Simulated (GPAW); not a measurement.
The system is CdS (Greenockite).

```
Cd S
1.0
     4.15000    0.00000    0.00000
    -2.07500    3.59401    0.00000
     0.00000    0.00000    6.73700
Cd S
2 2
Direct
  0.66667 0.33333 0.50000
  0.33333 0.66667 0.00000
  0.66667 0.33333 0.87500
  0.33333 0.66667 0.37500
```

- Program: GPAW 26.7.0
- Task: relaxation of cell and atoms
- Functional: PBEsol
- Dispersion: D3(BJ)+ATM
- Potentials or basis: PAW data sets generated in the run's folder for this functional
- Cutoff: 600 eV
- Basis: pw
- k mesh: 6 × 6 × 3
- Occupations: fermi-dirac, width 0.05 eV
- Spin: no spin polarisation

At the start: pressure -2.7 GPa; volume 25.12 Å³/atom.

Q: Where does the relaxation end?

A: Over 6 steps the energy falls by 9.5 meV/atom and the volume is 24.03 Å³/atom (-4.3 %); space group P6_3mc (No. 186, to 0.05 Å).

The path:
| step | energy change (eV) | largest force (eV/Å) | pressure (GPa) | volume (Å³) |
| --- | --- | --- | --- | --- |
| 1 | 0.0000 | 0.0641 | -2.68 | 100.48 |
| 2 | -0.0074 | 0.0536 | -2.44 | 100.03 |
| 3 | -0.0376 | 0.0494 | 0.11 | 95.92 |
| 4 | -0.0380 | 0.0341 | -0.07 | 96.18 |
| 5 | -0.0381 | 0.0239 | -0.08 | 96.20 |
| 6 | -0.0382 | 0.0021 | -0.03 | 96.13 |

Final structure:
```
CELL_PARAMETERS angstrom
4.08628 0.00000 0.00000
-2.04314 3.53882 0.00000
0.00000 0.00000 6.64788
ATOMIC_POSITIONS crystal
Cd 0.66667 0.33333 0.49923
Cd 0.33333 0.66667 0.99923
S 0.66667 0.33333 0.87577
S 0.33333 0.66667 0.37577
```

Caveat: later steps reuse the first step's grids.
